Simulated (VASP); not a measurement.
# 2H-MoTe2 monolayer and its bilayer, part 3 of 5

Aim: relax 2H-MoTe2 monolayer, place its levels against the vacuum, then find how two sheets stack and bind.

VASP 6.6.1, plane waves and PAW; the level of theory is named at each step.

So far. Step 4 (Vacuum level and density of states): The vacuum level lies 4.84 eV above the highest filled level at the upper face; both faces agree, as the slab has next to no dipole. Step 5 (The slab in a field, field -0.1): Energy at zero smearing: -19.22480 eV.

### Step 6. The slab in a field, field 0.1

Level of this step: PBE with D3(BJ), no spin polarisation; plane waves and PAW (Mo, Te) (VASP).

The input, INCAR:

```
SYSTEM = Te2Mo
PREC = Normal
ENCUT = 350
EDIFF = 1E-06
NELM = 120
ISMEAR = 0
SIGMA = 0.03
LREAL = .FALSE.
ALGO = Fast
GGA = PE
IVDW = 12
NBANDS = 15
LASPH = .TRUE.
LORBIT = 11
LWAVE = .FALSE.
LCHARG = .FALSE.
KPAR = 4
IDIPOL = 3
LDIPOL = .TRUE.
DIPOL = 0.5 0.5 0.5
EFIELD = 0.1
```

The input, POSCAR:

```
Te2Mo
1.0
    3.4973337260      0.0000000000      0.0000000000
   -1.7486668630      3.0287798522      0.0000000000
    0.0000000000      0.0000000000     22.0000000000
Mo Te
1 2
Direct
    0.3333333333      0.6666666667      0.5000000000
    0.6666666667      0.3333333333      0.4174975803
    0.6666666667      0.3333333333      0.5825024197
```

The input, KPOINTS:

```
Automatic mesh
0
Gamma
12 12 1
0 0 0
```

The projector-augmented-wave data sets are Mo and Te (PBE family, release 64).

Started as:

```
mpirun -np 4 vasp_std
```

Output:

```text
[... set-up lines as in an earlier step ...]
 entering main loop
       N       E                     dE             d eps       ncg     rms          rms(c)
DAV:   1     0.941466414718E+02    0.94147E+02   -0.47294E+03   570   0.637E+02
DAV:   2    -0.965162441041E+01   -0.10380E+03   -0.96056E+02   899   0.135E+02
DAV:   3    -0.184816867249E+02   -0.88301E+01   -0.87100E+01   787   0.475E+01
DAV:   4    -0.187274882621E+02   -0.24580E+00   -0.24482E+00   765   0.953E+00
[...]
RMM:  19    -0.180165508451E+02   -0.36240E-05   -0.55531E-07   460   0.376E-03    0.101E-03
RMM:  20    -0.180165553354E+02   -0.44903E-05   -0.34861E-07   445   0.263E-03    0.363E-04
RMM:  21    -0.180165557852E+02   -0.44976E-06   -0.85031E-08   313   0.177E-03
   1 F= -.19224798E+02 E0= -.19224798E+02  d E =-.385706E-15
```

Run time: 5.2 s. Hardware: 4 MPI ranks of AMD EPYC 9R45, shared host; peak memory 0.68 GiB.

OUTCAR, selected parts (step 6):

```text
 Edisp (eV)   -1.20824

  Total      -0.00292    -0.00292    -0.05935     0.00000     0.00000     0.00000
  in kB      -0.02006    -0.02006    -0.40803     0.00000     0.00000     0.00000
  external pressure =       -0.15 kB  Pullay stress =        0.00 kB

 POSITION                                       TOTAL-FORCE (eV/Angst)
 -----------------------------------------------------------------------------------
     -0.00000      2.01919     11.00000        -0.000000     -0.000000      0.015451
      1.74867      1.00959      9.18495         0.000000     -0.000000     -0.010481
      1.74867      1.00959     12.81505        -0.000000      0.000000     -0.004970
 -----------------------------------------------------------------------------------
    total drift:                                0.000000     -0.000000     -0.000018

  FREE ENERGIE OF THE ION-ELECTRON SYSTEM (eV)
  ---------------------------------------------------
  free  energy   TOTEN  =       -19.2247978879 eV

  energy  without entropy=      -19.2247978879  energy(sigma->0) =      -19.22479789

[... 2 parts as in an earlier step ...]

[... 1 further part left out ...]
[key lines of the parts left out:]
E-fermi :  -0.9413
```

Numbers from this step:

```yaml
fermi_energy: -0.9413 eV
dipole_moment: 0, 0, 0.03695 e·Å
```

Energy at zero smearing: -19.22480 eV.

### Step 7. With spin-orbit coupling

This step: PBE with D3(BJ), spin-orbit coupling, no spin polarisation; plane waves and PAW (Mo, Te) (VASP 6.6.1).

For heavy elements spin-orbit coupling shifts the highest filled levels.

Changes to INCAR since step 6:

```diff
@@ -11,5 +11,9 @@
 IVDW = 12
-NBANDS = 15
+LNONCOLLINEAR = .TRUE.
+MAGMOM = 0 0 0 0 0 0 0 0 0
+NBANDS = 30
+GGA_COMPAT = .FALSE.
 LASPH = .TRUE.
-LORBIT = 11
+LSORBIT = .TRUE.
+LMAXMIX = 4
 LWAVE = .FALSE.
@@ -20,2 +24 @@
 DIPOL = 0.5 0.5 0.5
-EFIELD = 0.1
```

POSCAR is that of step 6.

KPOINTS is that of step 6.

The input, KPOINTS_OPT:

```
Line mode
14
Line-mode
Reciprocal
  0.00000000   0.00000000   0.00000000 GAMMA
  0.50000000   0.00000000   0.00000000 M

  0.50000000   0.00000000   0.00000000 M
  0.33333333   0.33333333   0.00000000 K

  0.33333333   0.33333333   0.00000000 K
  0.00000000   0.00000000   0.00000000 GAMMA
```

Started as:

```
mpirun -np 4 vasp_ncl
```

Output:

```text
[... set-up lines as in an earlier step ...]
 entering main loop
       N       E                     dE             d eps       ncg     rms          rms(c)
DAV:   1     0.979183833260E+02    0.97918E+02   -0.46098E+03  1876   0.636E+02
DAV:   2    -0.760693860870E+01   -0.10553E+03   -0.99952E+02  2754   0.143E+02
DAV:   3    -0.185672426139E+02   -0.10960E+02   -0.10784E+02  2530   0.515E+01
DAV:   4    -0.189202440777E+02   -0.35300E+00   -0.35166E+00  2468   0.110E+01
DAV:   5    -0.189271138497E+02   -0.68698E-02   -0.68682E-02  2602   0.167E+00    0.165E+01
RMM:   6    -0.184796906111E+02    0.44742E+00   -0.14321E+00  1989   0.635E+00    0.721E+00
RMM:   7    -0.183659342882E+02    0.11376E+00   -0.67861E-01  2056   0.405E+00    0.515E+00
RMM:   8    -0.182341485545E+02    0.13179E+00   -0.42570E-01  2036   0.373E+00    0.854E-01
RMM:   9    -0.182297077659E+02    0.44408E-02   -0.38283E-02  2222   0.146E+00    0.418E-01
RMM:  10    -0.182287541975E+02    0.95357E-03   -0.66309E-03  2265   0.470E-01    0.268E-01
RMM:  11    -0.182281819200E+02    0.57228E-03   -0.19526E-03  2324   0.253E-01    0.810E-02
RMM:  12    -0.182281346240E+02    0.47296E-04   -0.55699E-04  2566   0.124E-01    0.476E-02
RMM:  13    -0.182282130902E+02   -0.78466E-04   -0.21858E-04  2301   0.694E-02    0.302E-02
RMM:  14    -0.182283827642E+02   -0.16967E-03   -0.17122E-04  2396   0.512E-02    0.296E-02
RMM:  15    -0.182284819999E+02   -0.99236E-04   -0.30357E-05  2382   0.261E-02    0.868E-03
RMM:  16    -0.182286781728E+02   -0.19617E-03   -0.57177E-05  2452   0.270E-02    0.617E-03
RMM:  17    -0.182287280960E+02   -0.49923E-04   -0.70728E-06  2280   0.116E-02    0.744E-03
RMM:  18    -0.182287501306E+02   -0.22035E-04   -0.15347E-06  1929   0.687E-03    0.334E-03
RMM:  19    -0.182287943135E+02   -0.44183E-04   -0.23253E-06  2194   0.617E-03    0.154E-03
RMM:  20    -0.182288063544E+02   -0.12041E-04   -0.62739E-07  1866   0.318E-03    0.121E-03
RMM:  21    -0.182288090367E+02   -0.26823E-05   -0.17276E-07  1523   0.179E-03    0.621E-04
RMM:  22    -0.182288107236E+02   -0.16869E-05   -0.15569E-07  1544   0.165E-03    0.352E-04
RMM:  23    -0.182288110377E+02   -0.31406E-06   -0.26193E-08   852   0.922E-04
   1 F= -.19437053E+02 E0= -.19437053E+02  d E =-.546185E-11  mag=    -0.0000     0.0000     0.0000
 Start KPOINTS_OPT (optional k-point list driver)
k-point batch [1-31\42]
       N       E                     dE             ncg
DAV:   1     0.543285001616E+03   -0.11467E+05     1860
DAV:   2    -0.270680252878E+04   -0.32501E+04     2838
DAV:   3    -0.305004099907E+04   -0.34324E+03     2462
DAV:   4    -0.306124943411E+04   -0.11208E+02     2650
DAV:   5    -0.306144531994E+04   -0.19589E+00     2392
DAV:   6    -0.306145184768E+04   -0.65277E-02     2564
DAV:   7    -0.306145206819E+04   -0.22051E-03     2496
DAV:   8    -0.306145207867E+04   -0.10480E-04     2164
DAV:   9    -0.306145207921E+04   -0.54260E-06     1544
k-point batch [32-42\42]
       N       E                     dE             ncg
DAV:   1     0.105609957912E+05   -0.19613E+04      660
DAV:   2     0.954339522606E+04   -0.10176E+04      950
DAV:   3     0.940692694696E+04   -0.13647E+03      856
DAV:   4     0.940169377033E+04   -0.52332E+01      954
DAV:   5     0.940158863907E+04   -0.10513E+00      902
DAV:   6     0.940158535622E+04   -0.32828E-02      888
DAV:   7     0.940158524645E+04   -0.10977E-03      952
DAV:   8     0.940158524215E+04   -0.42995E-05      788
DAV:   9     0.940158524195E+04   -0.20231E-06      554
```

It took 41 s on 4 MPI ranks; peak memory 2.1 GiB.

OUTCAR, selected parts (step 7):

```text
   k-points           NKPTS =     31   k-points in BZ     NKDIM =     31   number of bands    NBANDS=     30

   NELECT =      18.0000    total number of electrons

 E-fermi :  -0.8455

 k-point     1 :       0.0000    0.0000    0.0000
  band No.  band energies     occupation
    ...
     14      -2.0991      1.00000
     15      -1.7956      1.00000
     16      -1.7956      1.00000
     17      -1.6234      1.00000
     18      -1.6234      1.00000
     19       1.8364      0.00000
     20       1.8364      0.00000
     21       2.1289      0.00000
     22       2.1289      0.00000
     23       2.4969      0.00000
    ...

 Edisp (eV)   -1.20824

  Total       0.04611     0.04611     0.00203     0.00000     0.00000    -0.00000
  in kB       0.31701     0.31701     0.01393     0.00000     0.00000    -0.00000
  external pressure =        0.22 kB  Pullay stress =        0.00 kB

 POSITION                                       TOTAL-FORCE (eV/Angst)
 -----------------------------------------------------------------------------------
     -0.00000      2.01919     11.00000         0.000000     -0.000000      0.000000
      1.74867      1.00959      9.18495        -0.000000      0.000000     -0.019095
      1.74867      1.00959     12.81505        -0.000000      0.000000      0.019095
 -----------------------------------------------------------------------------------
    total drift:                                0.000000     -0.000000     -0.000000

  FREE ENERGIE OF THE ION-ELECTRON SYSTEM (eV)
  ---------------------------------------------------
  free  energy   TOTEN  =       -19.4370531404 eV

  energy  without entropy=      -19.4370531404  energy(sigma->0) =      -19.43705314

 vacuum level on the upper side and lower side of the slab         3.680         3.680

 Spin-Orbit-Coupling matrix elements
 Ion:    1  E_soc:     -0.0349305
 Ion:    2  E_soc:     -0.1987978
 Ion:    3  E_soc:     -0.1987978

[... 7 parts as in an earlier step ...]

[... 9 further parts left out ...]
```

This step gave:

```
electronic cycles                 : 23
free energy (TOTEN)               : -19.44 eV
Fermi energy                      : -0.8455 eV
least gap on mesh and path        : 1.058 eV
least direct gap on mesh and path : 1.058 eV
dipole moment                     : 0, 0, 0 e·Å
```

On-site spin-orbit energy by atom:

```
atom  on-site spin-orbit energy (eV)
 Mo1                          -0.035
 Te2                          -0.199
 Te3                          -0.199
```

The electronic bands at the labelled points (eV, zero at the valence-band top; v1 is the highest filled band, c1 the lowest empty one):

```
          point     v4     v3     v2     v1    c1    c2    c3    c4
              Γ  -0.83  -0.83  -0.65  -0.65  2.81  2.81  3.10  3.10
0.54 of the way  -1.04  -1.04  -0.90  -0.90  1.33  1.33  2.01  2.01
              M  -0.90  -0.90  -0.28  -0.28  1.37  1.37  1.68  1.68
0.54 of the way  -1.78  -1.77  -0.37  -0.18  1.33  1.33  1.95  2.05
              K  -1.92  -1.89  -0.21   0.00  1.06  1.09  1.66  1.72
0.54 of the way  -1.14  -0.77  -0.69  -0.64  1.20  1.31  1.77  1.86
              Γ  -0.83  -0.83  -0.65  -0.65  2.81  2.81  3.10  3.10
```

On this path the gap is direct, 1.06 eV, with the valence top at K and the conduction bottom at K.

### Step 8. A rigid stacking

This step: PBE with D3(BJ), no spin polarisation; plane waves and PAW (Mo, Te) (VASP 6.6.1).

System of this step: bilayer of 2H-MoTe2 monolayer. The cell holds 6 atoms: 2 Mo and 4 Te. Cell: a = 3.497 Å, b = 3.497 Å, c = 27.360 Å, α = 90.0°, β = 90.0°, γ = 120.0°. upper sheet same orientation, shifted by (0.00, 0.00). Vacuum lies along c.

Two rigid sheets are set at a typed distance in several high-symmetry stackings, to find where to start. The upper sheet is shifted or turned in the plane and never flipped over.

The input, INCAR:

```
SYSTEM = Te2Mo
PREC = Normal
ENCUT = 350
EDIFF = 1E-05
NELM = 120
ISMEAR = 0
SIGMA = 0.03
LREAL = .FALSE.
ALGO = Fast
GGA = PE
IVDW = 12
NBANDS = 24
LASPH = .TRUE.
LORBIT = 11
LWAVE = .FALSE.
LCHARG = .FALSE.
KPAR = 4
IDIPOL = 3
LDIPOL = .TRUE.
DIPOL = 0.5 0.5 0.5
```

The input, POSCAR:

```
Te2Mo
1.0
    3.4973337260      0.0000000000      0.0000000000
   -1.7486668630      3.0287798522      0.0000000000
    0.0000000000      0.0000000000     27.3602129336
Mo Te
2 4
Direct
    0.3333333300      0.6666666700      0.3770092500
    0.3333333300      0.6666666700      0.6229907500
    0.6666666700      0.3333333300      0.3106701000
    0.6666666700      0.3333333300      0.4433483900
    0.6666666700      0.3333333300      0.5566516100
    0.6666666700      0.3333333300      0.6893299000
```

KPOINTS is that of step 7.

Started as:

```
mpirun -np 4 vasp_std
```

Output:

```text
[banner, memory and clock lines left out]
running    4 mpi-ranks, on    1 nodes
 distrk:  each k-point on    1 cores,    4 groups
 distr:  one band on    1 cores,    1 groups

 POSCAR found type information on POSCAR MoTe
 POSCAR found :  2 types and       6 ions
 LDA part: xc-table for (Slater+PW92), standard interpolation
 POSCAR, INCAR and KPOINTS ok, starting setup
 FFT: planning ... GRIDC
 FFT: planning ... GRID_SOFT
 FFT: planning ... GRID
 WAVECAR not read
 entering main loop
       N       E                     dE             d eps       ncg     rms          rms(c)
DAV:   1     0.189116878001E+03    0.18912E+03   -0.10485E+04   912   0.849E+02
DAV:   2    -0.195090729452E+02   -0.20863E+03   -0.20327E+03  1400   0.184E+02
DAV:   3    -0.360708202033E+02   -0.16562E+02   -0.16384E+02  1192   0.586E+01
DAV:   4    -0.366817665350E+02   -0.61095E+00   -0.60858E+00  1472   0.123E+01
DAV:   5    -0.366927821635E+02   -0.11016E-01   -0.11010E-01  1320   0.176E+00    0.239E+01
RMM:   6    -0.357089752363E+02    0.98381E+00   -0.40742E+00   939   0.882E+00    0.101E+01
RMM:   7    -0.354879646435E+02    0.22101E+00   -0.24598E+00   952   0.610E+00    0.570E+00
RMM:   8    -0.353016648843E+02    0.18630E+00   -0.92297E-01   933   0.490E+00    0.105E+00
RMM:   9    -0.353088890863E+02   -0.72242E-02   -0.17772E-01  1108   0.195E+00    0.503E-01
RMM:  10    -0.353057329268E+02    0.31562E-02   -0.24424E-02  1112   0.718E-01    0.281E-01
RMM:  11    -0.353056496772E+02    0.83250E-04   -0.83325E-03  1128   0.405E-01    0.144E-01
RMM:  12    -0.353055267602E+02    0.12292E-03   -0.26455E-03  1219   0.233E-01    0.569E-02
RMM:  13    -0.353056573714E+02   -0.13061E-03   -0.74279E-04  1330   0.973E-02    0.360E-02
RMM:  14    -0.353057683307E+02   -0.11096E-03   -0.11836E-04  1088   0.461E-02    0.214E-02
RMM:  15    -0.353058214502E+02   -0.53119E-04   -0.51678E-05   968   0.302E-02    0.684E-03
RMM:  16    -0.353058905375E+02   -0.69087E-04   -0.21496E-05   765   0.184E-02    0.939E-03
RMM:  17    -0.353059260653E+02   -0.35528E-04   -0.11659E-05   701   0.122E-02    0.208E-03
RMM:  18    -0.353059418084E+02   -0.15743E-04   -0.51580E-06   640   0.934E-03    0.315E-03
RMM:  19    -0.353059477313E+02   -0.59228E-05   -0.17712E-06   476   0.597E-03
   1 F= -.38192151E+02 E0= -.38192151E+02  d E =-.738490E-17
```

Elapsed: 8.4 s, on 4 MPI ranks; peak memory 0.8 GiB.

Parts of OUTCAR (step 8):

```text
   k-points           NKPTS =     19   k-points in BZ     NKDIM =     19   number of bands    NBANDS=     24

   ENCUT  =  350.0 eV  25.72 Ry    5.07 a.u.   5.33  5.33 41.74*2*pi/ulx,y,z

   NELECT =      36.0000    total number of electrons

 E-fermi :   1.8944

 k-point     1 :       0.0000    0.0000    0.0000
  band No.  band energies     occupation
    ...
     14       0.3226      2.00000
     15       0.3684      2.00000
     16       0.3684      2.00000
     17       0.4142      2.00000
     18       1.6857      2.00000
     19       4.0485      0.00000
     20       4.0486      0.00000
     21       4.5132      0.00000
     22       4.5165      0.00000
     23       4.6011      0.00000
    ...

 Edisp (eV)   -2.88620

  Total       0.23748     0.23748     5.89163    -0.00000    -0.00000     0.00000
  in kB       1.31287     1.31287    32.57032    -0.00000    -0.00000     0.00000
  external pressure =       11.73 kB  Pullay stress =        0.00 kB

 POSITION                                       TOTAL-FORCE (eV/Angst)
 -----------------------------------------------------------------------------------
     -0.00000      2.01919     10.31505        -0.000000      0.000000     -0.247741
     -0.00000      2.01919     17.04516        -0.000000      0.000000      0.247741
      1.74867      1.00959      8.50000        -0.000000      0.000000      0.008227
      1.74867      1.00959     12.13011         0.000000      0.000000     -1.433029
      1.74867      1.00959     15.23011         0.000000     -0.000000      1.433029
      1.74867      1.00959     18.86021        -0.000000     -0.000000     -0.008227
 -----------------------------------------------------------------------------------
    total drift:                               -0.000018      0.000010     -0.000000

  FREE ENERGIE OF THE ION-ELECTRON SYSTEM (eV)
  ---------------------------------------------------
  free  energy   TOTEN  =       -38.1921510530 eV

  energy  without entropy=      -38.1921510530  energy(sigma->0) =      -38.19215105

 vacuum level on the upper side and lower side of the slab         5.692         5.692

[... 2 parts as in an earlier step ...]

[... 14 further parts left out ...]
```

This step gave:

- electronic cycles: 19
- electrons: 36
- free energy (TOTEN): -38.19 eV
- Fermi energy: 1.894 eV
- gap on the k-mesh: 0.3905 eV
- least direct gap on the k-mesh: 0.9042 eV

Force by atom:

```
atom  x (eV/Å)  y (eV/Å)  z (eV/Å)  size
 Mo1      0.00      0.00     -0.25  0.25
 Mo2      0.00      0.00      0.25  0.25
 Te3      0.00      0.00      0.01  0.01
 Te4      0.00      0.00     -1.43  1.43
 Te5      0.00      0.00      1.43  1.43
 Te6      0.00      0.00     -0.01  0.01
```

Energy at zero smearing: -38.19215 eV.

### Step 9. A rigid stacking

INCAR is that of step 8.

The input, POSCAR:

```
Te2Mo
1.0
    3.4973337260      0.0000000000      0.0000000000
   -1.7486668630      3.0287798522      0.0000000000
    0.0000000000      0.0000000000     27.3602129336
Mo Te
2 4
Direct
    0.3333333300      0.6666666700      0.3770092500
    0.6666666700      0.3333333300      0.6229907500
    0.6666666700      0.3333333300      0.3106701000
    0.6666666700      0.3333333300      0.4433483900
    0.0000000000      1.0000000000      0.5566516100
    0.0000000000      1.0000000000      0.6893299000
```

KPOINTS is that of step 8.

Started as:

```
mpirun -np 4 vasp_std
```

Output:

```text
[... set-up lines as in an earlier step ...]
 entering main loop
       N       E                     dE             d eps       ncg     rms          rms(c)
DAV:   1     0.189377696220E+03    0.18938E+03   -0.10479E+04   912   0.849E+02
DAV:   2    -0.197526929273E+02   -0.20913E+03   -0.20331E+03  1384   0.184E+02
DAV:   3    -0.366470222363E+02   -0.16894E+02   -0.16623E+02  1208   0.586E+01
DAV:   4    -0.372731985669E+02   -0.62618E+00   -0.62429E+00  1448   0.124E+01
[...]
RMM:  18    -0.359308471975E+02   -0.41563E-04   -0.13093E-05   702   0.142E-02    0.435E-03
RMM:  19    -0.359308690588E+02   -0.21861E-04   -0.57810E-06   649   0.939E-03    0.370E-03
RMM:  20    -0.359308775346E+02   -0.84758E-05   -0.17893E-06   448   0.630E-03
   1 F= -.38815209E+02 E0= -.38815209E+02  d E =-.105215E-12
```

Elapsed: 9 s, on 4 MPI ranks; peak memory 0.8 GiB; 34 s of CPU time.

Parts of OUTCAR (step 9):

```text
 Edisp (eV)   -2.88433

  Total       0.06789     0.06789    -0.00322     0.00000    -0.00000    -0.00000
  in kB       0.37532     0.37532    -0.01779     0.00000    -0.00000    -0.00000
  external pressure =        0.24 kB  Pullay stress =        0.00 kB

 POSITION                                       TOTAL-FORCE (eV/Angst)
 -----------------------------------------------------------------------------------
     -0.00000      2.01919     10.31505         0.000000      0.000000      0.050945
      1.74867      1.00959     17.04516         0.000000     -0.000000      0.052237
      1.74867      1.00959      8.50000        -0.000000     -0.000000      0.002853
      1.74867      1.00959     12.13011         0.000000     -0.000000     -0.148781
      0.00000      0.00000     15.23011         0.000000      0.000000      0.083098
      0.00000      0.00000     18.86021         0.000000     -0.000000     -0.040352
 -----------------------------------------------------------------------------------
    total drift:                               -0.000008      0.000005      0.000231

  FREE ENERGIE OF THE ION-ELECTRON SYSTEM (eV)
  ---------------------------------------------------
  free  energy   TOTEN  =       -38.8152092202 eV

  energy  without entropy=      -38.8152092202  energy(sigma->0) =      -38.81520922

[... 2 parts as in an earlier step ...]

[... 1 further part left out ...]
[key lines of the parts left out:]
E-fermi :   1.6194
```

Energy at zero smearing: -38.81521 eV.

[end of part 3 of 5]

[Lines on the potential files, build, host, timing and source positions are cut from VASP's logs without a mark.]

[Logs are printed without paths, hosts, clocks, repeated set-up lines and the standing remarks that a program may print on its own settings, such as how far it seeks lower states.]

[Hosts, paths, dates, database ids (printed as entryN), source tags and the programs' standing remarks are cut or masked in the printed files.]

[Runs that stopped without an error message from VASP are left out.]
